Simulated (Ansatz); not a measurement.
BN, DFT, PBEsol, all-electron LAPW, scalar-relativistic (Ansatz 0.2.0), run on 1 thread of Intel(R) Xeon(R) Platinum 8488C (Sapphire Rapids) on a shared host.

The geometry is COD entry 9008997, unchecked; take it as a test cell. The listed cell was then made from it by scaling, straining or moving an atom.

Command: `ansatz run input.yaml --threads 1 --pin off --max-ram 6144MiB --backend cpu --events-out ev --progress --plain --runs-dir out`

```yaml
crystal:
  lattice:
    - [2.5039917043, 0.0, 0.0]
    - [-1.2519958522, 2.1685204268, 0.0]
    - [0.0, 0.0, 6.861036]
  atoms:
    - { symbol: B, position: [0.3333333333, 0.6666666667, 0.25] }
    - { symbol: B, position: [0.6666666667, 0.3333333333, 0.75] }
    - { symbol: "N", position: [0.3333333333, 0.6666666667, 0.75] }
    - { symbol: "N", position: [0.6666666667, 0.3333333333, 0.25] }
kpoints:
  mp_grid: { grid: [11, 11, 4] }
  band_path:
    path:
      - [0.0, 0.0, 0.0]
      - [0.5, 0.0, 0.0]
      - [0.3333333333, 0.3333333333, 0.0]
      - [0.0, 0.0, 0.0]
      - [0.0, 0.0, 0.5]
      - [0.5, 0.0, 0.5]
      - [0.3333333333, 0.3333333333, 0.5]
      - [0.0, 0.0, 0.5]
      - [0.5, 0.0, 0.5]
    npoints: 5
scf:
  occupations: { method: fermi_dirac, width: 0.02 }
hamiltonian:
  xc: pbesol
  pseudopotentials: { kind: all_electron, lapw: { basis_error: 0.001 } }
output:
  forces: true
  stress: true
  eigenvalues: true
```

**Question.** How large is the problem that the program sets up?

**Answer.** 48 irreducible k-points, 1009 plane waves at Γ, 16 bands.

**Question.** About how long does it take, and how much memory does it use?

**Answer.** 14 s of wall time for 7 SCF iterations, with a peak of 0.42 GiB. Times on shared machines scatter by tens of per cent.
